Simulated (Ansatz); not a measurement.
input.yaml (Ansatz 0.2.0):

```yaml
crystal:
  lattice:
    - [0.0, 3.0556785657, 3.0556785657]
    - [3.0556785657, 0.0, 3.0556785657]
    - [3.0556785657, 3.0556785657, 0.0]
  atoms:
    - { symbol: In, position: [0.0, 0.0, 0.0] }
    - { symbol: As, position: [0.75, 0.75, 0.75] }
basis:
  ecutwfc: 420
  ecutrho_ratio: 4
kpoints:
  mp_grid: { grid: [10, 10, 10] }
hamiltonian:
  xc: pbe
scf:
  occupations: { method: gaussian, width: 0.05 }
output:
  forces: true
  stress: true
  eigenvalues: true
```

Launched as:
```sh
ansatz run input.yaml --threads 4 --pin off --max-ram 7168MiB --backend cpu --events-out ev --progress --plain --runs-dir out
```

The chain of runs began from a cell as deposited in COD, expanded in volume. Of that entry: the entry's cell lengths or inner coordinates differ somewhat from later room-temperature determinations.

Problem. What will the run give?

Solution. Pressure 1.9 GPa, gap on the mesh zero (metallic) (PBE, scalar-relativistic).

What the program printed, in part:

```
Pseudopotentials: kind: paw
Pseudopotential: In, paw, valence charge 13, recommended cutoff 420 eV (normal), In.paw.azcp
Pseudopotential: As, paw, valence charge 15, recommended cutoff 420 eV (normal), As.paw.azcp
Crystal: 2 atoms, lattice volume = 57.063 Å³
Basis set: ecut = 420 eV, 1139 PW (Γ), exchange–correlation on 60×60×60 points (8 copies of the dense FFT grid, shifted against one another)
Bands: 18, of which v1, the nominal top of the filled ones, is band 14 counted from 1 (13 counted from 0)
Symmetry: 24 space group operations
Space group: F-43m (ITA 216), of the structure as read, at distance tolerance 3.8e-5 Å
k-points: 47 of 1000 (time reversal used)
Initial density: superposition of atomic densities (neutral atoms: chi_scale 0, normalization atom), corrected by the library's trained network
Initial wavefunctions: pseudopotential atomic-orbital guess
Functional: x = pbe(κ = 0.804, μ = 0.21951), c = pbe(β = 0.06672)
```

SCF trace (energy estimate counted from the last row):
```tsv
iteration	ΔE (eV)	density residual (eV)
1	-3.1e-03	7.66e-3
2	-6.0e-05	6.36e-4
3	5.8e-05	6.60e-5
4	1.1e-05	8.14e-6
5	0.000	7.08e-7
6	0.000	1.20e-8
```

```
SCF 1 converged in 6 iterations: F = -10454.456035 eV  dr2 = 1.20e-8
SCF converged after 6 iterations
Free energy (F): -10454.456035 eV
E sigma→0 (E₀):  -10454.455996 eV
Entropy (-TS):   -0.000077 eV (-0.039 meV/atom)
Fermi energy:    7.444198 eV
--- Forces (eV/Å), atoms counted from 1 ---
  atom   1  In     0.00000000     0.00000000     0.00000000
  atom   2  As     0.00000000     0.00000000     0.00000000
--- Stress (GPa, compression-positive) ---
        1.942014       0.000000       0.000000
        0.000000       1.942014       0.000000
        0.000000       0.000000       1.942014
  P = ⅓ Tr σ = 1.9420 GPa (19.420 kbar)
```

It ran for 1.1 s on 4 threads of Arm Neoverse V2, on a shared host, peak memory 0.39 GiB.
